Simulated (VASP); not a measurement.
# Sn (I4_1/amd) in VASP: a series of runs, part 2 of 2

VASP 6.6.1. The steps go on from the part before.

## 3. Relaxation of cell and atoms, PBE+D3(BJ)

Input file INCAR:

```
PREC = Accurate
ENCUT = 600
EDIFF = 1E-7
ISMEAR = 0
SIGMA = 0.03
LREAL = False
LASPH = True
NELM = 80
ALGO = Normal
ISIF = 3
LWAVE = False
LCHARG = False
GGA = PE
IVDW = 12
IBRION = 2
NSW = 90
EDIFFG = -0.005
```

Input file KPOINTS:

```
Automatic mesh
0
Gamma
  12 12 12
```

Input file POSCAR:

```
Sn                                      
1.0
   -2.9252004960      2.9252004960      1.5885966372
    2.9252004960     -2.9252004960      1.5885966372
    2.9252004960      2.9252004960     -1.5885966372
  Sn            
     2
Direct
     0.0000000000000000    0.0000000000000000    0.0000000000000000
     0.7500000000000000    0.2500000000000000    0.5000000000000000
```

Potentials or basis: VASP PAW PBE potentials, release 64 (Sn_d).

The run is started by

```
cat potpaw_PBE.64/Sn_d/POTCAR > POTCAR
mpirun -np 1 vasp_std > vasp.out
```

Wall time 2.4 min (1 thread of Intel Xeon 6975P-C (Granite Rapids), shared host); peak memory 0.33 GiB.

The run converged. Its results:

| Quantity | Value |
| --- | --- |
| Free energy | -8.3737 eV |
| Relaxed volume | 27.17 Å³/atom |
| Relaxed cell | a = 4.431 Å, b = 4.431 Å, c = 4.431 Å, α = 97.38°, β = 97.38°, γ = 137.99° |
| Space group after relaxing (to 0.05 Å) | I4_1/amd (No. 141) |
| Energy gained by relaxing | 0.0 meV/atom |
| Ionic steps | 3 |
| Pressure after relaxing | 0.0 GPa |
| Band gap on the k mesh | none (metal or under the smearing width) |
| Dispersion energy per atom | -0.389 eV |

Final structure:
```cif
data_structure
_symmetry_space_group_name_H-M 'P 1'
_symmetry_Int_Tables_number 1
_cell_length_a 4.4308
_cell_length_b 4.4308
_cell_length_c 4.4308
_cell_angle_alpha 97.382
_cell_angle_beta 97.382
_cell_angle_gamma 137.991
_cell_volume 54.35
loop_
_atom_site_label
_atom_site_type_symbol
_atom_site_fract_x
_atom_site_fract_y
_atom_site_fract_z
_atom_site_occupancy
Sn1 Sn 0.00000 0.00000 0.00000 1
Sn2 Sn 0.75000 0.25000 0.50000 1
```

Levels at points of the mesh, in eV from the Fermi level:
```tsv
k point	band 12	band 13	band 14	band 15	band 16	band 17
(0.00, 0.00, 0.00)	-3.67	-1.99	-1.99	2.97	6.19	6.19
(0.50, 0.00, 0.00)	-5.38	-2.32	-1.71	-1.13	2.25	2.85
(0.50, 0.50, 0.00)	-8.89	0.58	0.58	1.56	1.56	6.07
(0.50, 0.50, 0.50)	-7.56	-4.80	-4.80	5.10	5.10	9.34
```

Caveat: pairwise dispersion overbinds metals, which lowers pressure and volume.

## 4. Relaxation of cell and atoms, PBE

Input file INCAR:

```
SYSTEM = Sn
ALGO = Normal ; EDIFF = 1E-6
EDIFFG = -0.01 ; ENCUT = 600
GGA = PE ; IBRION = 2
ISIF = 3 ; ISMEAR = 0
LASPH = .True. ; LCHARG = .False.
LREAL = .False. ; LWAVE = .False.
NELM = 80 ; NSW = 90
PREC = Accurate ; SIGMA = 0.03
```

Input file KPOINTS:

```
k-points
0
Gamma
  12 12 12
  0 0 0
```

Input file POSCAR:

```
Sn
1.0
   -2.9196440750      2.9196440750      1.5938000000
    2.9196440750     -2.9196440750      1.5938000000
    2.9196440750      2.9196440750     -1.5938000000
Sn
2
Direct
    0.0000000000      0.0000000000      0.0000000000
    0.7500000000      0.2500000000      0.5000000000
```

Potentials or basis: VASP PAW PBE potentials, release 64 (Sn_d).

The run is started by

```
cat potpaw_PBE.64/Sn_d/POTCAR > POTCAR
mpirun -np 1 vasp_std > vasp.out
```

OUTCAR:

```text
SYSTEM = Sn
   EDIFF = 1E-6
   EDIFFG = -0.01
   ENCUT = 600
   GGA = PE
   IBRION = 2
   ISIF = 3
   ISMEAR = 0
   LASPH = .True.
   LREAL = .False.
   NELM = 80
   NSW = 90
   PREC = Accurate

 ion  position               nearest neighbor table
   1  0.000  0.000  0.000-   2 3.03   2 3.03   2 3.03   2 3.03
   2  0.750  0.250  0.500-   1 3.03   1 3.03   1 3.03   1 3.03

  LATTYP: Found a body centered tetragonal cell.
 ALAT       =     5.8392881500
 C/A-ratio  =     0.5458884573

  Lattice vectors:

 A1 = (  -2.9196440750,   2.9196440750,   1.5938000000)
 A2 = (   2.9196440750,  -2.9196440750,   1.5938000000)
 A3 = (   2.9196440750,   2.9196440750,  -1.5938000000)

Analysis of symmetry for initial positions (statically):
=====================================================================
 Subroutine PRICEL returns:
 Original cell was already a primitive cell.

 Routine SETGRP: Setting up the symmetry group for a
 body centered tetragonal supercell.

 Subroutine GETGRP returns: Found 16 space group operations
 (whereof  8 operations were pure point group operations)
[... 171 lines left out ...]

  FORCE on cell =-STRESS in cart. coord.  units (eV):
  Direction    XX          YY          ZZ          XY          YZ          ZX
  --------------------------------------------------------------------------------------
  -------------------------------------------------------------------------------------
  Total        0.8261958      0.8261958      0.6851397      0.0000000      0.0000000      0.0000000
  in kB       24.3579051     24.3579051     20.1992876      0.0000000      0.0000000      0.0000000
  external PRESSURE =      22.9716993 kB  Pullay stress =       0.0000000 kB
[... 167 lines left out ...]
--------------------------------------- Ionic step        6  -------------------------------------------

 number of electron      27.9999990 magnetization

 Free energy of the ion-electron system (eV)
  ---------------------------------------------------
  ext. energy  EPLUGINS =         0.00000000
  ---------------------------------------------------
  free energy    TOTEN  =        -7.61198808 eV

  energy without entropy =       -7.61153640  energy(sigma->0) =       -7.61176224

 E-fermi :   7.4324     XC(G=0): -10.0962

 val. band max:        7.4262432478   @ k =  -0.3333  -0.4167   0.0833
 cond. band min:       7.4424116147   @ k =   0.4167   0.4167   0.0000
 fundamental gap:      0.0161683669
 Fermi energy:         7.4323598578

 k-point     1 :       0.0000    0.0000    0.0000
  band No.  band energies     occupation
      1     -14.1638      2.00000
      2     -14.0936      2.00000
      3     -14.0509      2.00000
      4     -14.0440      2.00000
      5     -13.9146      2.00000
      6     -13.9146      2.00000
[... 481 lines left out ...]
      5     -13.9573      2.00000
      6     -13.9333      2.00000
[... 10 lines left out ...]
     17      10.3295      0.00000
     18      12.6341      0.00000

 [... further k-points ...]
[... 5 lines left out ...]
  --------------------------------------------------------------------------------------
  -------------------------------------------------------------------------------------
  Total       -0.0098524     -0.0098524      0.0003917      0.0000000      0.0000000      0.0000000
  in kB       -0.2781070     -0.2781070      0.0110576      0.0000000      0.0000000      0.0000000
  external PRESSURE =      -0.1817188 kB  Pullay stress =       0.0000000 kB
[... 17 lines left out ...]
  FREE ENERGIE OF THE ION-ELECTRON SYSTEM (eV)
  ---------------------------------------------------
  free  energy   TOTEN  =        -7.6119880782 eV

  energy  without entropy=       -7.6115363999  energy(sigma->0) =       -7.61176224

 reached required accuracy - stopping structural energy minimisation
```

CONTCAR:

```text
Sn
   1.00000000000000
    -2.9646988983549996    2.9646988983549996    1.6144270097957847
     2.9646988983549996   -2.9646988983549996    1.6144270097957847
     2.9646988983549996    2.9646988983549996   -1.6144270097957847
  Sn
     2
Direct
     0.0000000000000000    0.0000000000000000    0.0000000000000000
     0.7500000000000000    0.2500000000000000    0.5000000000000000

  0.00000000E+00  0.00000000E+00  0.00000000E+00
  0.00000000E+00  0.00000000E+00  0.00000000E+00
```

Wall time 4.9 min (1 thread of Intel Xeon Platinum 8488C (Sapphire Rapids), shared host); peak memory 0.32 GiB.

What came out:

```
Free energy                            : -7.6120 eV
Relaxed volume                         : 28.38 Å³/atom
Relaxed cell                           : a = 4.493 Å, b = 4.493 Å, c = 4.493 Å, α = 97.42°, β = 97.42°, γ = 137.88°
Space group after relaxing (to 0.05 Å) : I4_1/amd (No. 141)
Energy gained by relaxing              : 8.4 meV/atom
Ionic steps                            : 6
Pressure after relaxing                : 0.0 GPa
Band gap on the k mesh                 : none (metal or under the smearing width)
```

The path:
```csv
step,energy change (eV),largest force (eV/Å),pressure (GPa),volume (Å³)
1,0.0000,0.0000,2.30,54.34
2,-0.0155,0.0000,-0.53,57.47
3,-0.0168,0.0000,0.03,56.77
4,-0.0168,0.0000,-0.08,56.82
5,-0.0168,0.0000,0.06,56.72
6,-0.0168,0.0000,-0.02,56.76
```

Final structure:
```yaml
crystal:
  lattice:
    - [-2.96470, 2.96470, 1.61443]
    - [2.96470, -2.96470, 1.61443]
    - [2.96470, 2.96470, -1.61443]
  atoms:
    - { symbol: Sn, position: [0.00000, 0.00000, 0.00000] }
    - { symbol: Sn, position: [0.75000, 0.25000, 0.50000] }
```

## 5. Relaxation of cell and atoms, PBE

This run uses another cell than the first one, of 28.38 Å³/atom, 1.044 times its volume.

INCAR, as its differences from that of step 4:

```diff
@@ -1,4 +1,4 @@
 SYSTEM = Sn
-ALGO = Normal ; EDIFF = 1E-6
-EDIFFG = -0.01 ; ENCUT = 600
+ALGO = Normal ; EDIFF = 1E-7
+EDIFFG = -0.005 ; ENCUT = 600
 GGA = PE ; IBRION = 2
```

KPOINTS is that of step 4.

Input file POSCAR:

```
Sn                                      
1.0
   -2.9646988984      2.9646988984      1.6144270098
    2.9646988984     -2.9646988984      1.6144270098
    2.9646988984      2.9646988984     -1.6144270098
  Sn            
     2
Direct
     0.0000000000000000    0.0000000000000000    0.0000000000000000
     0.7500000000000000    0.2500000000000000    0.5000000000000000
```

The run is started by

```
cat potpaw_PBE.64/Sn_d/POTCAR > POTCAR
mpirun -np 1 vasp_std > vasp.out
```

Run time: 73 s. Hardware: 1 thread of Intel Xeon Platinum 8488C (Sapphire Rapids), shared host; peak memory 0.32 GiB.

It converged, with:

```
Free energy             : -7.6123 eV
Pressure after relaxing : 0.0 GPa
Band gap on the k mesh  : none (metal or under the smearing width)
```

Final structure:
```
CELL_PARAMETERS angstrom
-2.96470 2.96470 1.61443
2.96470 -2.96470 1.61443
2.96470 2.96470 -1.61443
ATOMIC_POSITIONS crystal
Sn 0.00000 0.00000 0.00000
Sn 0.75000 0.25000 0.50000
```

Levels at points of the mesh, in eV from the Fermi level:
```tsv
k point	band 10	band 11	band 12	band 13	band 14	band 15	band 16	band 17	band 18
(0.00, 0.00, 0.00)	-21.16	-10.81	-3.77	-1.86	-1.86	3.04	6.00	6.00	6.55
(0.50, 0.00, 0.00)	-21.22	-6.83	-5.26	-2.33	-1.60	-1.06	2.29	2.75	4.47
(0.50, 0.50, 0.00)	-21.27	-8.66	-8.66	0.60	0.60	1.50	1.50	5.83	5.83
(0.50, 0.50, 0.50)	-21.33	-7.43	-7.43	-4.55	-4.55	4.90	4.90	8.95	8.95
```

Caveat: the relaxation stopped at its first step, so nothing moved.
